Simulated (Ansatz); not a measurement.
# Fe (P6_3/mmc) in Ansatz: notebook, part 2 of 2

Ansatz 0.2.0. The steps go on from the part before.

### 4 Relaxation of cell and atoms, PBEsol, collinear spin, ferromagnetic start, target pressure 20 GPa, at which the enthalpy is minimised

The input, input.yaml:

```yaml
crystal:
  lattice:
    - [2.4341575853, 0.0, 0.0]
    - [-1.2170787927, 2.1080423057, 0.0]
    - [0.0, 0.0, 3.84193447]
  atoms:
    - { symbol: Fe, position: [0.6666666667, 0.3333333333, 0.75], spin: 3.0 }
    - { symbol: Fe, position: [0.3333333333, 0.6666666667, 0.25], spin: 3.0 }
hamiltonian:
  xc: pbesol
  pseudopotentials: { kind: paw }
magnetization:
  spin_polarized: true
kpoints:
  mp_grid: { grid: [12, 12, 7] }
scf:
  occupations: { method: fermi_dirac, width: 0.05 }
output:
  forces: true
  stress: true
  eigenvalues: true
  write_density: true
  write_potential: true
  elf: true
  volumetric_format: npy
relax:
  f_tol: 0.01
  max_steps: 40
  cell: { stress_tol: 0.05, p_target: 20.0 }
```

Potentials or basis: Ansatz PAW.

Run with:

```sh
$ ansatz run input.yaml --threads 2 --pin off --max-ram 5632MiB --backend cpu --events-out ev --progress --plain --runs-dir out
```

The log of the run:

```text
Warning: RAYON_NUM_THREADS=2 ignored (pool sized by the plan → 2); use --threads N
Engine: ansatz 0.2.0, aarch64-unknown-linux-gnu
Pseudopotentials: kind: paw
Pseudopotential: Fe, paw, valence charge 16, recommended cutoff 420 eV (normal), Fe.paw.azcp
Functional definition: PBEsol
  exchange = pbesol_x
  correlation = pbesol_c
Crystal: 2 atoms, lattice volume = 19.714 Å³
Basis set: ecut = 420 eV, 391 PW (Γ), exchange–correlation on 36×36×54 points (8 copies of the dense FFT grid, shifted against one another)
Bands: 23, of which v1, the nominal top of the filled ones, is band 16 counted from 1 (15 counted from 0)
Symmetry: 24 space group operations
Space group: P63/mmc (ITA 194), of the structure as read, at distance tolerance 2.7e-5 Å
Magnetic group: BNS 194.263 (UNI 1493), of the structure as read, at distance tolerance 2.7e-5 Å
k-points: 76 of 1008
Non-local potential: Fe, projectors of the file, l = 0: 3, l = 1: 2, l = 2: 3, l = 3: 1
PAW form: soft (Blöchl's): semilocal exchange-correlation on the pseudo side does not see the compensation charge
PAW frozen core: Fe, regenerated for the run's functional, and the local potential with it (the file was generated under x = pbe(κ = 0.804, μ = 0.2195149727645171), c = pbe(β = 0.06672455060314922))
PAW one-centre angular grid: Fe, 590 points (default); XC on 64 Gauss nodes
Initial density: superposition of atomic densities (chi_scale 0.1, normalization cell)
Starting moments: Σ|m| = 6 μB on 2 of 2 sites
Initial wavefunctions: pseudopotential atomic-orbital guess
Functional: x = pbesol(κ = 0.804, μ = 0.12345679012345678), c = pbesol(β = 0.046)
SCF iter   1: F=—  HF=-8896.170850 eV  |F-HF|=—  |Δ(HF+E_count)|=         —  Δρ=1.21e-1 (↑1.21e-1 ↓6.54e-2)  dr2=3.67e0  dr2_m=3.93e-1  M=4.683 μB ∫|m|=4.746 μB  β_m=0.30  ethr=3.10e-3  ⟨swp⟩=5.1  Hψ=13265  notcnv=0
Mixer restart at iter 1: flushing history
preconditioner: auto → none  [metal: Δε(μ)=0.001 eV  Ē_g=10.109 eV  σ=0.050 eV  W_gap=0.00  n_scr=2 (ndim 8)  ℏωp=33.5 eV  f_vac=0.000  D(μ)=3.78/eV (n_scr^D=66)  sad-step TF]
SCF iter   2: F=—  HF=-8895.160414 eV  |F-HF|=—  |Δ(HF+E_count)|=    1.01e0  Δρ=4.40e-2 (↑4.40e-2 ↓2.97e-2)  dr2=4.78e-1  dr2_m=1.04e-1  M=4.790 μB ∫|m|=4.854 μB  β_m=0.38  ethr=3.10e-3  ⟨swp⟩=3.3  Hψ=7012  notcnv=0  defer=225
SCF iter   3: F=—  HF=-8895.942531 eV  |F-HF|=—  |Δ(HF+E_count)|=   7.82e-1  Δρ=1.78e-2 (↑1.44e-2 ↓1.78e-2)  dr2=8.36e-3  dr2_m=4.19e-2  M=4.698 μB ∫|m|=4.771 μB  β_m=0.60  ethr=1.49e-3  ⟨swp⟩=2.2  Hψ=4666  notcnv=0  defer=224
SCF iter   4: F=—  HF=-8900.371393 eV  |F-HF|=—  |Δ(HF+E_count)|=         —  Δρ=3.37e-1 (↑3.37e-1 ↓2.81e-1)  dr2=4.26e-1  dr2_m=1.72e1  M=0.182 μB ∫|m|=0.336 μB  β_m=1.00  ethr=2.61e-5  ⟨swp⟩=3.3  Hψ=8416  notcnv=0  defer=226
Mixer restart at iter 4: flushing history
SCF iter   5: F=—  HF=-8898.930914 eV  |F-HF|=—  |Δ(HF+E_count)|=    1.44e0  Δρ=1.00e-1 (↑8.12e-2 ↓1.00e-1)  dr2=3.91e0  dr2_m=1.74e-2  M=0.164 μB ∫|m|=0.203 μB  β_m=0.60  ethr=1.56e-4  ⟨swp⟩=3.9  Hψ=9948  notcnv=0  defer=126
[... 100 lines left out ...]
Internal energy: -8897.684381 eV  (E = F + TS)
E sigma→0 (E₀):  -8897.693283 eV
Entropy (-TS):   -0.017803 eV (-8.901 meV/atom)
Fermi energy:    23.395325 eV
--- Per-component energies (eV) ---
  E_band       = -284.101866
  E_kinetic    = 718.592590
  E_local      = -3619.218420  (includes V_loc(G=0)·N_el)
  E_nonlocal   = 427.275935
  E_hartree    = 1543.322136
  E_xc         = -240.268093
  E_vxc        = -310.910007  (∫ρ·V_xc dr)
  E_paw        = -2664.045047  (= ΣΔE_a)
  E_vpaw       = -586.488055  (= ΣTr[D̂ρ^β])
  E_aug_tail   = 0.001799  (compensation charges beyond the density's cutoff)
  E_ewald      = -5063.703684
  E_core_change = 0.358403  (= ΣΔE_core)
  E_smearing   = -0.017803  (= −TS)
  E_closure    = 0.000000  (closes the sum)
  Σ components = -8897.702184   (vs F -8897.702184, Δ=0.00e0)
--- Forces (eV/Å), atoms counted from 1 ---
  atom   1  Fe    -0.00000000    -0.00000000    -0.00000000
  atom   2  Fe     0.00000000     0.00000000     0.00000000
  max |Σ_I F_I| component: 0.00e0 eV/Å
--- Stress (GPa, compression-positive) ---
       19.961219      -0.000000      -0.000000
        0.000000      19.961219       0.000000
       -0.000000       0.000000      19.976314
  P = ⅓ Tr σ = 19.9663 GPa (199.663 kbar)
--- Band table (eV; the first three rows and the last of 152) ---
  k-point 0 ↑: bands = ["-63.7557", "-63.5576", "-30.3293", "-29.5822", "-29.5822", "-29.4535", "-29.4535", "-29.4350", "13.7617", "17.7677", "21.4504", "21.4504", "21.5791", "21.9918", "21.9918", "22.4171", "22.4171", "23.7924", "24.2045", "24.2045", "33.0199", "45.3452", "49.1503"]
  k-point 1 ↑: bands = ["-63.7460", "-63.5675", "-30.2865", "-29.5758", "-29.5758", "-29.4808", "-29.4599", "-29.4599", "14.0086", "17.7505", "21.3566", "21.3566", "21.4851", "21.8917", "21.8917", "22.6336", "22.6336", "23.0889", "24.2005", "24.2005", "34.1142", "45.1587", "48.6096"]
  k-point 2 ↑: bands = ["-63.7186", "-63.5950", "-30.1659", "-29.6085", "-29.5580", "-29.5580", "-29.4778", "-29.4778", "14.7165", "17.5615", "21.2454", "21.2488", "21.2488", "21.6583", "21.6583", "21.8098", "23.0827", "23.0827", "24.1336", "24.1336", "36.6646", "44.5995", "47.4120"]
  k-point 75 ↓: bands = ["-63.5389", "-63.5389", "-30.1237", "-30.1237", "-29.9548", "-29.8913", "-29.5889", "-29.5889", "19.4331", "19.5340", "19.5340", "19.6582", "20.8343", "20.8343", "22.4297", "22.7437", "24.2364", "24.2364", "30.9784", "30.9784", "32.1465", "33.5590", "35.9918"]
--- Relaxed structure (5 steps of the walk, 5 accepted, 1 SCFs on fresh bases) ---
  F+E_penalty+E_count = -8897.70218410 eV   max|allowed force component| = 1.850e-17 eV/Å   (the final SCF, on the basis selected at the relaxed cell)
  cell:  # Å, volume = 18.5825 Å³
    - [2.3825798884814566, 2.82558600953128e-11, -3.7600067351529673e-34]
    - [-1.1912899442651987, 2.063374709956708, 3.883856506733145e-34]
    - [-4.108554406431051e-34, 3.6520483612720453e-34, 3.7798746912223007]
  atoms:
    - { symbol: Fe, position: [0.6666666666666667, 0.3333333333333333, 0.75] }
    - { symbol: Fe, position: [0.33333333333333337, 0.6666666666666666, 0.25] }
```

It took 22 s on 2 threads of Arm Neoverse V1, shared host; peak memory 0.34 GiB.

What came out:

| Property | Result |
| --- | --- |
| Free energy | -8897.7022 eV |
| Relaxed volume | 9.29 Å³/atom |
| Relaxed cell | a = 2.383 Å, b = 2.383 Å, c = 3.780 Å, α = 90.00°, β = 90.00°, γ = 120.00° |
| Space group after relaxing (to 0.05 Å) | P6_3/mmc (No. 194) |
| Energy change on relaxing (the enthalpy is what falls) | +30.5 meV/atom |
| Ionic steps | 6 |
| Pressure after relaxing | 20.0 GPa |
| Band gap on the k mesh | none (metal or under the smearing width) |
| Net moment | 0.00 μB per cell |
| Absolute moment | 0.00 μB per cell |

Step by step:
| step | energy change (eV) | largest force (eV/Å) | volume (Å³) |
| --- | --- | --- | --- |
| 1 | 0.0000 | 0.0000 | 19.71 |
| 2 | 0.0211 | 0.0000 | 18.98 |
| 3 | 0.0652 | 0.0000 | 18.54 |
| 4 | 0.0600 | 0.0000 | 18.58 |
| 5 | 0.0602 | 0.0000 | 18.58 |
| 6 | 0.0610 | 0.0000 | 18.58 |

Final structure:
```xyz
2
Lattice="2.3826 0.0000 0.0000 -1.1913 2.0634 0.0000 0.0000 0.0000 3.7799" Properties=species:S:1:pos:R:3 pbc="T T T"
Fe    1.1913    0.6878    2.8349
Fe    0.0000    1.3756    0.9450
```

Caveat: the starting moments collapsed, and a magnetic state may lie lower; the plane-wave basis is chosen anew once the cell has moved, so the energies of steps on either side of that aren't comparable; the PAW data sets come from PBE, with cores solved anew for the run's functional, which leaves a small shift of forces and pressure; the starting moments weren't kept.

### 5 Relaxation of cell and atoms, PBEsol, collinear spin, ferromagnetic start, target pressure 30 GPa, at which the enthalpy is minimised

Changes to input.yaml since step 4:

```diff
@@ -21,6 +21,2 @@
   eigenvalues: true
-  write_density: true
-  write_potential: true
-  elf: true
-  volumetric_format: npy
 relax:
@@ -28,2 +24,2 @@
   max_steps: 40
-  cell: { stress_tol: 0.05, p_target: 20.0 }
+  cell: { stress_tol: 0.05, p_target: 30.0 }
```

Potentials or basis: Ansatz PAW.

Run with:

```sh
$ ansatz run input.yaml --threads 2 --pin off --max-ram 5632MiB --backend cpu --events-out ev --progress --plain --runs-dir out
```

The log of the run:

```text
Warning: RAYON_NUM_THREADS=2 ignored (pool sized by the plan → 2); use --threads N
Engine: ansatz 0.2.0, aarch64-unknown-linux-gnu
Pseudopotentials: kind: paw
Pseudopotential: Fe, paw, valence charge 16, recommended cutoff 420 eV (normal), Fe.paw.azcp
Functional definition: PBEsol
  exchange = pbesol_x
  correlation = pbesol_c
Crystal: 2 atoms, lattice volume = 19.714 Å³
Basis set: ecut = 420 eV, 391 PW (Γ), exchange–correlation on 36×36×54 points (8 copies of the dense FFT grid, shifted against one another)
Bands: 23, of which v1, the nominal top of the filled ones, is band 16 counted from 1 (15 counted from 0)
[... 150 lines left out ...]
  P = ⅓ Tr σ = 29.9738 GPa (299.738 kbar)
--- Band table (eV; the first three rows and the last of 152) ---
  k-point 0 ↑: bands = ["-63.1554", "-62.9382", "-29.7568", "-28.9524", "-28.9524", "-28.8149", "-28.8149", "-28.7944", "14.2769", "18.2588", "22.0288", "22.0288", "22.1587", "22.5890", "22.5890", "23.0334", "23.0334", "24.4531", "24.8777", "24.8777", "33.9220", "46.1556", "50.0325"]
  k-point 1 ↑: bands = ["-63.1447", "-62.9491", "-29.7108", "-28.9456", "-28.9456", "-28.8438", "-28.8217", "-28.8217", "14.5282", "18.2475", "21.9328", "21.9328", "22.0617", "22.4857", "22.4857", "23.2563", "23.2563", "23.7398", "24.8738", "24.8738", "35.0192", "45.9575", "49.4800"]
  k-point 2 ↑: bands = ["-63.1147", "-62.9793", "-29.5812", "-28.9814", "-28.9266", "-28.9266", "-28.8408", "-28.8408", "15.2480", "18.0789", "21.8151", "21.8222", "21.8222", "22.2450", "22.2450", "22.4293", "23.7196", "23.7196", "24.8053", "24.8053", "37.5813", "45.3954", "48.3638"]
  k-point 75 ↓: bands = ["-62.9170", "-62.9170", "-29.5363", "-29.5363", "-29.3559", "-29.2874", "-28.9600", "-28.9600", "19.9519", "20.0605", "20.0605", "20.1900", "21.4096", "21.4096", "23.0403", "23.3640", "24.9125", "24.9125", "31.8136", "31.8136", "32.9865", "34.4161", "36.9441"]
--- Relaxed structure (5 steps of the walk, 5 accepted, 1 SCFs on fresh bases) ---
  F+E_penalty+E_count = -8897.63621273 eV   max|allowed force component| = 2.082e-17 eV/Å   (the final SCF, on the basis selected at the relaxed cell)
  cell:  # Å, volume = 18.1573 Å³
    - [2.363804740811365, 2.8033200253517463e-11, -6.363088321019654e-34]
    - [-1.18190237042996, 2.047114955114716, 7.189250438811268e-34]
    - [-1.0043132993498124e-33, 7.304096722544092e-34, 3.7523008701563936]
  atoms:
    - { symbol: Fe, position: [0.6666666666666667, 0.3333333333333333, 0.75] }
    - { symbol: Fe, position: [0.33333333333333337, 0.6666666666666667, 0.25] }
```

It took 20 s on 2 threads of Arm Neoverse V1, shared host; peak memory 0.33 GiB.

What came out:

| Quantity | Value |
| --- | --- |
| Free energy | -8897.6362 eV |
| Relaxed volume | 9.08 Å³/atom |
| Relaxed cell | a = 2.364 Å, b = 2.364 Å, c = 3.752 Å, α = 90.00°, β = 90.00°, γ = 120.00° |
| Space group after relaxing (to 0.05 Å) | P6_3/mmc (No. 194) |
| Energy change on relaxing (the enthalpy is what falls) | +63.5 meV/atom |
| Ionic steps | 6 |
| Pressure after relaxing | 30.0 GPa |
| Band gap on the k mesh | none (metal or under the smearing width) |
| Net moment | 0.00 μB per cell |
| Absolute moment | 0.00 μB per cell |

The path:
```csv
step,energy change (eV),largest force (eV/Å),volume (Å³)
1,0.0000,0.0000,19.71
2,0.0520,0.0000,18.65
3,0.1388,0.0000,18.09
4,0.1253,0.0000,18.16
5,0.1259,0.0000,18.16
6,0.1269,0.0000,18.16
```

Final structure:
```
Fe
1.0
     2.36380    0.00000    0.00000
    -1.18190    2.04711    0.00000
     0.00000    0.00000    3.75230
Fe
2
Direct
  0.66667 0.33333 0.75000
  0.33333 0.66667 0.25000
```

Levels at points of the mesh, in eV from the Fermi level:
Spin up:
```tsv
k point	band 13	band 14	band 15	band 16	band 17	band 18	band 19	band 20
(0.00, 0.00, 0.00)	-1.88	-1.45	-1.45	-1.01	-1.01	0.41	0.83	0.83
(0.00, -0.50, 0.00)	-2.35	-1.85	-1.31	0.99	1.25	1.28	3.09	5.50
```
Spin down:
| k point | band 12 | band 13 | band 14 | band 15 | band 16 | band 17 | band 18 | band 19 | band 20 | band 21 |
| --- | --- | --- | --- | --- | --- | --- | --- | --- | --- | --- |
| (0.00, 0.00, 0.00) | -2.01 | -1.88 | -1.45 | -1.45 | -1.01 | -1.01 | 0.41 | 0.83 | 0.83 | 9.88 |
| (0.00, -0.50, 0.00) | -2.37 | -2.35 | -1.85 | -1.31 | 0.99 | 1.25 | 1.28 | 3.09 | 5.50 | 12.25 |

Caveat: the starting moments collapsed, and a magnetic state may lie lower; the plane-wave basis is chosen anew once the cell has moved, so the energies of steps on either side of that aren't comparable; the PAW data sets come from PBE, with cores solved anew for the run's functional, which leaves a small shift of forces and pressure; the starting moments weren't kept.
